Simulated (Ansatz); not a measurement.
# Molybdenum, beta-Sn type under RPBE: structure, energy and stiffness, part 2 of 2

Aim: take molybdenum in the beta-Sn type structure, relax it, solve it on a dense k-mesh, then scale the cell to 7 volumes from 88 to 112 % of the relaxed one and try a fit of the equation of state. Spin polarisation is left out. The k-meshes are 13×13×9 for the relaxation; 22×22×12 for the dense run; 15×15×8 for the volumes.

Ansatz 0.2.0; DFT, RPBE, plane waves (420 eV) with PAW, scalar-relativistic. The steps go on from the part before.

### Step 3. Single point on a dense mesh

input.yaml

```yaml
crystal:
  lattice:
    - [-1.9273826823, 1.9271683508, 1.3330262823]
    - [1.9271683508, -1.9273826823, 1.3330262823]
    - [3.1729257725, 3.1729257725, -1.3334188308]
  atoms:
    - { symbol: Mo, position: [0.9999613809, 3.86191e-05, 1.0] }
    - { symbol: Mo, position: [0.7500386191, 0.2499613809, 0.5] }
hamiltonian:
  xc: rpbe
  pseudopotentials:
    kind: paw
    azcp:
      Mo: "pseudopotentials/Mo.paw.azcp"
basis:
  ecutwfc: 420
  fft_grid_basis: typed
kpoints:
  mp_grid: { grid: [22, 22, 12], shift: [0, 0, 0] }
magnetization:
  spin_polarized: false
scf:
  occupations: { method: fermi_dirac, width: 0.1 }
```

The log of the run (excerpt; [...] marks lines left out):

```text
Warning: RAYON_NUM_THREADS=2 ignored (pool sized by the plan → 2); use --threads N
[...]
Pseudopotentials: kind: paw
Pseudopotential: Mo, paw, valence charge 14, recommended cutoff 420 eV (normal), <dir>
Functional definition: RPBE
[...]
Crystal: 2 atoms, lattice volume = 32.605 Å³
Basis set: ecut = 420 eV, 619 PW (Γ)
Bands: 18, of which v1, the nominal top of the filled ones, is band 14 counted from 1 (13 counted from 0)
Symmetry: 4 space group operations
Space group: C2/c (ITA 15), of the structure as read, at distance tolerance 3.2e-5 Å
k-points: 1531 of 5808
[...]
SCF iter   1: F=—  HF=-9925.627981 eV  |F-HF|=—  |Δ(HF+E_count)|=         —  Δρ=4.80e-3  dr2=2.41e-3  ethr=1.77e-3  ⟨swp⟩=5.1  Hψ=122820  notcnv=0
[...]
SCF iter   6: F=-9925.628242 eV  HF=-9925.628242 eV  |F-HF|=1.24e-9  |Δ(HF+E_count)|=  7.17e-10  Δρ=3.06e-6  dr2=2.12e-9  ethr=2.97e-10  ⟨swp⟩=1.0  Hψ=83468  notcnv=0
[...]
SCF converged after 6 iterations
Free energy (F): -9925.628242 eV
[...]
E sigma→0 (E₀):  -9925.603266 eV
Entropy (-TS):   -0.049952 eV (-24.976 meV/atom)
Fermi energy:    19.970041 eV
[...]
```

Wall time 17 s (2 threads of an x86-64 CPU, shared host); peak memory 0.99 GiB.

### Step 4. Volume × 0.88

input.yaml

```yaml
crystal:
  lattice:
    - [-1.8469799312, 1.8467745408, 1.2774177198]
    - [1.8467745408, -1.8469799312, 1.2774177198]
    - [3.0405639103, 3.0405639103, -1.2777938927]
  atoms:
    - { symbol: Mo, position: [0.9999613809, 3.86191e-05, 1.0] }
    - { symbol: Mo, position: [0.7500386191, 0.2499613809, 0.5] }
hamiltonian:
  xc: rpbe
  pseudopotentials:
    kind: paw
    azcp:
      Mo: "pseudopotentials/Mo.paw.azcp"
basis:
  ecutwfc: 420
  fft_grid_basis: typed
kpoints:
  mp_grid: { grid: [15, 15, 8], shift: [0, 0, 0] }
magnetization:
  spin_polarized: false
scf:
  occupations: { method: fermi_dirac, width: 0.1 }
  lower_state_search: "off"
output:
  stress: true
```

The log of the run (excerpt; [...] marks lines left out):

```text
Warning: RAYON_NUM_THREADS=2 ignored (pool sized by the plan → 2); use --threads N
[...]
Pseudopotentials: kind: paw
Pseudopotential: Mo, paw, valence charge 14, recommended cutoff 420 eV (normal), <dir>
Functional definition: RPBE
[...]
Crystal: 2 atoms, lattice volume = 28.693 Å³
Basis set: ecut = 420 eV, 559 PW (Γ)
Bands: 18, of which v1, the nominal top of the filled ones, is band 14 counted from 1 (13 counted from 0)
Symmetry: 4 space group operations
Space group: C2/c (ITA 15), of the structure as read, at distance tolerance 3.1e-5 Å
k-points: 488 of 1800
[...]
SCF iter   1: F=—  HF=-9925.205222 eV  |F-HF|=—  |Δ(HF+E_count)|=         —  Δρ=5.13e-3  dr2=2.73e-3  ethr=1.77e-3  ⟨swp⟩=5.1  Hψ=39555  notcnv=0
[...]
SCF iter   6: F=-9925.204916 eV  HF=-9925.204916 eV  |F-HF|=3.27e-9  |Δ(HF+E_count)|=   1.06e-8  Δρ=5.13e-6  dr2=4.97e-9  ethr=3.57e-10  ⟨swp⟩=4.0  Hψ=27423  notcnv=0
[...]
SCF converged after 6 iterations
Free energy (F): -9925.204916 eV
[...]
E sigma→0 (E₀):  -9925.182580 eV
Entropy (-TS):   -0.044672 eV (-22.336 meV/atom)
Fermi energy:    23.191452 eV
[...]
--- Stress (GPa, compression-positive) ---
       38.769679       1.787145      -0.011202
        1.787145      38.769679      -0.011202
       -0.011202      -0.011202      38.550067
  P = ⅓ Tr σ = 38.6965 GPa (386.965 kbar)
```

It took 5.2 s on 2 threads of an x86-64 CPU, shared host; peak memory 0.55 GiB.

### Step 5. Volume × 0.92

Edit input.yaml of step 4 so:

```diff
@@ -2,5 +2,5 @@
   lattice:
-    - [-1.8469799312, 1.8467745408, 1.2774177198]
-    - [1.8467745408, -1.8469799312, 1.2774177198]
-    - [3.0405639103, 3.0405639103, -1.2777938927]
+    - [-1.8745508606, 1.8743424042, 1.2964864672]
+    - [1.8743424042, -1.8745508606, 1.2964864672]
+    - [3.0859521528, 3.0859521528, -1.2968682555]
   atoms:
@@ -26 +26,5 @@
   stress: true
+  write_density: true
+  write_potential: true
+  elf: true
+  volumetric_format: npy
```

The log of the run (excerpt; [...] marks lines left out):

```text
Warning: RAYON_NUM_THREADS=2 ignored (pool sized by the plan → 2); use --threads N
[...]
Pseudopotentials: kind: paw
Pseudopotential: Mo, paw, valence charge 14, recommended cutoff 420 eV (normal), <dir>
Functional definition: RPBE
[...]
Crystal: 2 atoms, lattice volume = 29.997 Å³
Basis set: ecut = 420 eV, 591 PW (Γ)
Bands: 18, of which v1, the nominal top of the filled ones, is band 14 counted from 1 (13 counted from 0)
Symmetry: 4 space group operations
Space group: C2/c (ITA 15), of the structure as read, at distance tolerance 3.1e-5 Å
k-points: 488 of 1800
[...]
SCF iter   1: F=—  HF=-9925.454131 eV  |F-HF|=—  |Δ(HF+E_count)|=         —  Δρ=4.93e-3  dr2=2.47e-3  ethr=1.77e-3  ⟨swp⟩=5.1  Hψ=39324  notcnv=0
[...]
SCF iter   6: F=-9925.453976 eV  HF=-9925.453976 eV  |F-HF|=1.15e-9  |Δ(HF+E_count)|=   4.79e-9  Δρ=3.15e-6  dr2=1.82e-9  ethr=2.38e-10  ⟨swp⟩=4.9  Hψ=49640  notcnv=0
[...]
SCF converged after 6 iterations
Free energy (F): -9925.453976 eV
[...]
E sigma→0 (E₀):  -9925.430852 eV
Entropy (-TS):   -0.046249 eV (-23.124 meV/atom)
Fermi energy:    22.029802 eV
[...]
--- Stress (GPa, compression-positive) ---
       23.075181       1.134927      -0.010472
        1.134927      23.075181      -0.010472
       -0.010472      -0.010472      22.952589
  P = ⅓ Tr σ = 23.0343 GPa (230.343 kbar)
--- Band table (eV; the first three rows and the last of 488) ---
  k-point 0: bands = ["-39.0489", "-38.6827", "-13.8817", "-12.7865", "-12.3191", "-12.1404", "-12.1318", "-12.0545", "14.9077", "16.7297", "19.3911", "19.6086", "20.7361", "22.4783", "22.9040", "22.9634", "24.2621", "24.3566"]
[...]
```

Run time: 7 s. Hardware: 2 threads of an x86-64 CPU, shared host; peak memory 0.57 GiB.

The maps below are laid out on this run's own conventional cell (a, b, c = 2.593, 5.302, 8.728 Å).

Density in a lattice plane of the grid's cell (edges 2.59 and 8.73 Å, at 0.250 of the third edge), which holds Mo.

Values in e/Å³, 12 rows by 6 columns:
```
0.29 0.33 0.33 0.29 0.25 0.25
0.71 2.05 2.05 0.71 0.33 0.33
3.30 6.53 6.53 3.30 0.63 0.63
0.71 2.05 2.05 0.71 0.33 0.33
0.29 0.33 0.33 0.29 0.25 0.25
0.31 0.29 0.29 0.31 0.29 0.29
0.29 0.25 0.25 0.29 0.33 0.33
0.71 0.33 0.33 0.71 2.05 2.05
3.30 0.63 0.63 3.30 6.53 6.53
0.71 0.33 0.33 0.71 2.05 2.05
0.29 0.25 0.25 0.29 0.33 0.33
0.31 0.29 0.29 0.31 0.29 0.29
```
Columns run along the first of these edges and rows up along the second, over one cell in 6 and 12 even steps from the bottom left corner. Atoms in the plane (fractional): Mo at (0.25, 0.75), Mo at (0.75, 0.25).

ELF in the same plane.

Values, 12 rows by 6 columns:
```
0.38 0.40 0.40 0.38 0.36 0.36
0.24 0.54 0.54 0.24 0.28 0.28
0.74 0.51 0.51 0.74 0.31 0.31
0.24 0.54 0.54 0.24 0.28 0.28
0.38 0.40 0.40 0.38 0.36 0.36
0.28 0.28 0.28 0.28 0.28 0.28
0.38 0.36 0.36 0.38 0.40 0.40
0.24 0.28 0.28 0.24 0.54 0.54
0.74 0.31 0.31 0.74 0.51 0.51
0.24 0.28 0.28 0.24 0.54 0.54
0.38 0.36 0.36 0.38 0.40 0.40
0.28 0.28 0.28 0.28 0.28 0.28
```
Columns run along the first of these edges and rows up along the second, over one cell in 6 and 12 even steps from the bottom left corner. Atoms in the plane (fractional): Mo at (0.25, 0.75), Mo at (0.75, 0.25).

Both are smooth fields of the valence electrons: close to the nuclei they are not physical.

Outside the cores ELF peaks at 0.47 between the atoms, 1.6 Å from Mo.

### Step 6. Volume × 0.96

Edit input.yaml of step 5 so:

```diff
@@ -2,5 +2,5 @@
   lattice:
-    - [-1.8745508606, 1.8743424042, 1.2964864672]
-    - [1.8743424042, -1.8745508606, 1.2964864672]
-    - [3.0859521528, 3.0859521528, -1.2968682555]
+    - [-1.9013337771, 1.9011223424, 1.3150102051]
+    - [1.9011223424, -1.9013337771, 1.3150102051]
+    - [3.1300431405, 3.1300431405, -1.3153974483]
   atoms:
```

The log of the run (excerpt; [...] marks lines left out):

```text
Warning: RAYON_NUM_THREADS=2 ignored (pool sized by the plan → 2); use --threads N
[...]
Pseudopotentials: kind: paw
Pseudopotential: Mo, paw, valence charge 14, recommended cutoff 420 eV (normal), <dir>
Functional definition: RPBE
[...]
Crystal: 2 atoms, lattice volume = 31.301 Å³
Basis set: ecut = 420 eV, 607 PW (Γ)
Bands: 18, of which v1, the nominal top of the filled ones, is band 14 counted from 1 (13 counted from 0)
Symmetry: 4 space group operations
Space group: C2/c (ITA 15), of the structure as read, at distance tolerance 3.2e-5 Å
k-points: 488 of 1800
[...]
SCF iter   1: F=—  HF=-9925.587807 eV  |F-HF|=—  |Δ(HF+E_count)|=         —  Δρ=4.82e-3  dr2=2.39e-3  ethr=1.77e-3  ⟨swp⟩=5.1  Hψ=39289  notcnv=0
[...]
SCF iter   6: F=-9925.587859 eV  HF=-9925.587859 eV  |F-HF|=9.51e-10  |Δ(HF+E_count)|=   3.18e-9  Δρ=2.81e-6  dr2=1.55e-9  ethr=2.39e-10  ⟨swp⟩=4.9  Hψ=49602  notcnv=0
[...]
SCF converged after 6 iterations
Free energy (F): -9925.587859 eV
[...]
E sigma→0 (E₀):  -9925.563934 eV
Entropy (-TS):   -0.047849 eV (-23.924 meV/atom)
Fermi energy:    20.962656 eV
[...]
--- Stress (GPa, compression-positive) ---
       10.319296       0.572512      -0.009447
        0.572512      10.319296      -0.009447
       -0.009447      -0.009447      10.252065
  P = ⅓ Tr σ = 10.2969 GPa (102.969 kbar)
--- Band table (eV; the first three rows and the last of 488) ---
  k-point 0: bands = ["-40.0973", "-39.7872", "-14.8262", "-13.8768", "-13.4641", "-13.3029", "-13.2950", "-13.2199", "13.9781", "15.9327", "18.4750", "18.6890", "19.7628", "21.4209", "21.8384", "21.8840", "23.0048", "23.1915"]
[...]
```

Run time: 9.4 s. Hardware: 2 threads of an x86-64 CPU, shared host; peak memory 0.58 GiB.

### Step 7. Volume × 1.0

Edit input.yaml of step 6 so:

```diff
@@ -2,5 +2,5 @@
   lattice:
-    - [-1.9013337771, 1.9011223424, 1.3150102051]
-    - [1.9011223424, -1.9013337771, 1.3150102051]
-    - [3.1300431405, 3.1300431405, -1.3153974483]
+    - [-1.9273826823, 1.9271683508, 1.3330262823]
+    - [1.9271683508, -1.9273826823, 1.3330262823]
+    - [3.1729257725, 3.1729257725, -1.3334188308]
   atoms:
@@ -26,5 +26 @@
   stress: true
-  write_density: true
-  write_potential: true
-  elf: true
-  volumetric_format: npy
```

The log of the run (excerpt; [...] marks lines left out):

```text
Warning: RAYON_NUM_THREADS=2 ignored (pool sized by the plan → 2); use --threads N
[...]
Pseudopotentials: kind: paw
Pseudopotential: Mo, paw, valence charge 14, recommended cutoff 420 eV (normal), <dir>
Functional definition: RPBE
[...]
Crystal: 2 atoms, lattice volume = 32.605 Å³
Basis set: ecut = 420 eV, 619 PW (Γ)
Bands: 18, of which v1, the nominal top of the filled ones, is band 14 counted from 1 (13 counted from 0)
Symmetry: 4 space group operations
Space group: C2/c (ITA 15), of the structure as read, at distance tolerance 3.2e-5 Å
k-points: 488 of 1800
[...]
SCF iter   1: F=—  HF=-9925.627788 eV  |F-HF|=—  |Δ(HF+E_count)|=         —  Δρ=4.76e-3  dr2=2.44e-3  ethr=1.77e-3  ⟨swp⟩=5.1  Hψ=39191  notcnv=0
[...]
SCF iter   6: F=-9925.628065 eV  HF=-9925.628065 eV  |F-HF|=1.39e-9  |Δ(HF+E_count)|=  2.36e-10  Δρ=3.17e-6  dr2=2.30e-9  ethr=2.93e-10  ⟨swp⟩=2.0  Hψ=32329  notcnv=0
[...]
SCF converged after 6 iterations
Free energy (F): -9925.628065 eV
[...]
E sigma→0 (E₀):  -9925.603286 eV
Entropy (-TS):   -0.049558 eV (-24.779 meV/atom)
Fermi energy:    19.978735 eV
[...]
--- Stress (GPa, compression-positive) ---
       -0.048139       0.080117      -0.008116
        0.080117      -0.048139      -0.008116
       -0.008116      -0.008116      -0.091910
  P = ⅓ Tr σ = -0.0627 GPa (-0.627 kbar)
```

It took 7.3 s on 2 threads of an x86-64 CPU, shared host; peak memory 0.57 GiB.

### Step 8. Volume × 1.04

Edit input.yaml of step 7 so:

```diff
@@ -2,5 +2,5 @@
   lattice:
-    - [-1.9273826823, 1.9271683508, 1.3330262823]
-    - [1.9271683508, -1.9273826823, 1.3330262823]
-    - [3.1729257725, 3.1729257725, -1.3334188308]
+    - [-1.9527458893, 1.9525287373, 1.3505681134]
+    - [1.9525287373, -1.9527458893, 1.3505681134]
+    - [3.2146795841, 3.2146795841, -1.3509658277]
   atoms:
@@ -26 +26,5 @@
   stress: true
+  write_density: true
+  write_potential: true
+  elf: true
+  volumetric_format: npy
```

The log of the run (excerpt; [...] marks lines left out):

```text
Warning: RAYON_NUM_THREADS=2 ignored (pool sized by the plan → 2); use --threads N
[...]
Pseudopotentials: kind: paw
Pseudopotential: Mo, paw, valence charge 14, recommended cutoff 420 eV (normal), <dir>
Functional definition: RPBE
[...]
Crystal: 2 atoms, lattice volume = 33.909 Å³
Basis set: ecut = 420 eV, 651 PW (Γ)
Bands: 18, of which v1, the nominal top of the filled ones, is band 14 counted from 1 (13 counted from 0)
Symmetry: 4 space group operations
Space group: C2/c (ITA 15), of the structure as read, at distance tolerance 3.2e-5 Å
k-points: 488 of 1800
[...]
SCF iter   1: F=—  HF=-9925.591685 eV  |F-HF|=—  |Δ(HF+E_count)|=         —  Δρ=4.71e-3  dr2=2.52e-3  ethr=1.77e-3  ⟨swp⟩=5.0  Hψ=39196  notcnv=0
[...]
SCF iter   6: F=-9925.592115 eV  HF=-9925.592115 eV  |F-HF|=4.94e-9  |Δ(HF+E_count)|=   2.92e-8  Δρ=5.14e-6  dr2=7.17e-9  ethr=3.57e-10  ⟨swp⟩=7.0  Hψ=48046  notcnv=0
[...]
SCF converged after 6 iterations
Free energy (F): -9925.592115 eV
[...]
E sigma→0 (E₀):  -9925.566413 eV
Entropy (-TS):   -0.051403 eV (-25.701 meV/atom)
Fermi energy:    19.068367 eV
[...]
--- Stress (GPa, compression-positive) ---
       -8.463078      -0.351749      -0.006477
       -0.351749      -8.463078      -0.006477
       -0.006477      -0.006477      -8.509945
  P = ⅓ Tr σ = -8.4787 GPa (-84.787 kbar)
--- Band table (eV; the first three rows and the last of 488) ---
  k-point 0: bands = ["-41.9889", "-41.7634", "-16.5459", "-15.8287", "-15.5039", "-15.3705", "-15.3641", "-15.2927", "12.3619", "14.5083", "16.8389", "17.0424", "18.0204", "19.5284", "19.9269", "19.9509", "20.8108", "21.1090"]
[...]
```

Wall time 7.8 s (2 threads of an x86-64 CPU, shared host); peak memory 0.59 GiB.

### Step 9. Volume × 1.08

Edit input.yaml of step 8 so:

```diff
@@ -2,5 +2,5 @@
   lattice:
-    - [-1.9527458893, 1.9525287373, 1.3505681134]
-    - [1.9525287373, -1.9527458893, 1.3505681134]
-    - [3.2146795841, 3.2146795841, -1.3509658277]
+    - [-1.977466816, 1.977246915, 1.3676657274]
+    - [1.977246915, -1.977466816, 1.3676657274]
+    - [3.255376051, 3.255376051, -1.3680684765]
   atoms:
@@ -26,5 +26 @@
   stress: true
-  write_density: true
-  write_potential: true
-  elf: true
-  volumetric_format: npy
```

The log of the run (excerpt; [...] marks lines left out):

```text
Warning: RAYON_NUM_THREADS=2 ignored (pool sized by the plan → 2); use --threads N
[...]
Pseudopotentials: kind: paw
Pseudopotential: Mo, paw, valence charge 14, recommended cutoff 420 eV (normal), <dir>
Functional definition: RPBE
[...]
Crystal: 2 atoms, lattice volume = 35.214 Å³
Basis set: ecut = 420 eV, 683 PW (Γ)
Bands: 18, of which v1, the nominal top of the filled ones, is band 14 counted from 1 (13 counted from 0)
Symmetry: 4 space group operations
Space group: C2/c (ITA 15), of the structure as read, at distance tolerance 3.3e-5 Å
k-points: 488 of 1800
[...]
SCF iter   1: F=—  HF=-9925.494271 eV  |F-HF|=—  |Δ(HF+E_count)|=         —  Δρ=4.68e-3  dr2=2.64e-3  ethr=1.77e-3  ⟨swp⟩=5.0  Hψ=90354  notcnv=0  defer=26
[...]
SCF iter   6: F=-9925.494361 eV  HF=-9925.494361 eV  |F-HF|=9.46e-11  |Δ(HF+E_count)|=   8.34e-9  Δρ=1.25e-6  dr2=1.44e-10  ethr=2.56e-11  ⟨swp⟩=1.4  Hψ=31839  notcnv=0
[...]
SCF converged after 6 iterations
Free energy (F): -9925.494361 eV
[...]
E sigma→0 (E₀):  -9925.467679 eV
Entropy (-TS):   -0.053362 eV (-26.681 meV/atom)
Fermi energy:    18.223536 eV
[...]
--- Stress (GPa, compression-positive) ---
      -15.276385      -0.728098      -0.004671
       -0.728098     -15.276385      -0.004671
       -0.004671      -0.004671     -15.345637
  P = ⅓ Tr σ = -15.2995 GPa (-152.995 kbar)
```

Run time: 6.4 s. Hardware: 2 threads of an x86-64 CPU, shared host; peak memory 0.64 GiB.

### Step 10. Volume × 1.12

Edit input.yaml of step 9 so:

```diff
@@ -2,5 +2,5 @@
   lattice:
-    - [-1.977466816, 1.977246915, 1.3676657274]
-    - [1.977246915, -1.977466816, 1.3676657274]
-    - [3.255376051, 3.255376051, -1.3680684765]
+    - [-2.0015846419, 2.0013620589, 1.3843462217]
+    - [2.0013620589, -2.0015846419, 1.3843462217]
+    - [3.2950796719, 3.2950796719, -1.3847538829]
   atoms:
```

The log of the run (excerpt; [...] marks lines left out):

```text
Warning: RAYON_NUM_THREADS=2 ignored (pool sized by the plan → 2); use --threads N
[...]
Pseudopotentials: kind: paw
Pseudopotential: Mo, paw, valence charge 14, recommended cutoff 420 eV (normal), <dir>
Functional definition: RPBE
[...]
Crystal: 2 atoms, lattice volume = 36.518 Å³
Basis set: ecut = 420 eV, 723 PW (Γ)
Bands: 18, of which v1, the nominal top of the filled ones, is band 14 counted from 1 (13 counted from 0)
Symmetry: 4 space group operations
Space group: C2/c (ITA 15), of the structure as read, at distance tolerance 3.3e-5 Å
k-points: 488 of 1800
[...]
SCF iter   1: F=—  HF=-9925.346324 eV  |F-HF|=—  |Δ(HF+E_count)|=         —  Δρ=4.67e-3  dr2=2.80e-3  ethr=1.77e-3  ⟨swp⟩=5.0  Hψ=89797  notcnv=0  defer=20
[...]
SCF iter   6: F=-9925.346590 eV  HF=-9925.346590 eV  |F-HF|=1.16e-10  |Δ(HF+E_count)|=   7.54e-9  Δρ=1.37e-6  dr2=2.00e-10  ethr=2.70e-11  ⟨swp⟩=1.6  Hψ=30822  notcnv=0
[...]
SCF converged after 6 iterations
Free energy (F): -9925.346590 eV
[...]
E sigma→0 (E₀):  -9925.318880 eV
Entropy (-TS):   -0.055420 eV (-27.710 meV/atom)
Fermi energy:    17.437370 eV
[...]
--- Stress (GPa, compression-positive) ---
      -20.773867      -1.053909      -0.002909
       -1.053909     -20.773867      -0.002909
       -0.002909      -0.002909     -20.878046
  P = ⅓ Tr σ = -20.8086 GPa (-208.086 kbar)
```

Wall time 12 s (2 threads of an x86-64 CPU, shared host); peak memory 0.64 GiB.

### Step 11. The equation of state

The cell was scaled evenly, with its shape and the fractional positions fixed.

```csv
V (Å³/atom),E − E₀ (meV/atom),P from the stress (GPa),P from the fit (GPa)
14.346,210.3,38.70,38.68
14.998,86.2,23.03,22.92
15.651,19.6,10.30,10.18
16.303,-0.1,-0.06,-0.17
16.955,18.4,-8.48,-8.57
17.607,67.8,-15.30,-15.42
18.259,142.2,-20.81,-21.00
```

A third-order Birch-Murnaghan fit gives V₀ = 16.291 Å³/atom, B₀ = 233 GPa and B₀′ = 4.2; it misses no point by more than 0.07 meV/atom.

Fit and stress differ a little: one follows E(σ → 0), the other the smeared free energy.

### Step 12. What came out

This closing draws on all 2 parts.

```
                      quantity                                  value
space group (spins left aside)                          Fddd (No. 70)
             conventional cell  a = 2.666 Å, b = 5.451 Å, c = 8.974 Å
                        volume                         16.303 Å³/atom
             shortest distance                                2.666 Å
               gap on the mesh           none (levels filled in part)
               relative to bcc                          +229 meV/atom
                   V₀, B₀, B₀′           16.291 Å³/atom, 233 GPa, 4.2
```

In words: The relaxation shrank the cell by 0.4 % in volume. The cell has left its prototype: it ends as Fddd. What follows belongs to that structure, not to the type named at the start. The mesh has less symmetry than the lattice, which may have let the distortion in. Against the reference form of molybdenum (bcc, computed apart with the same settings) it stands 229 meV/atom higher. No gap shows: it is a metal or semimetal at this level. The fitted modulus is 233 GPa; letting shape and positions relax at each volume could only lower it.
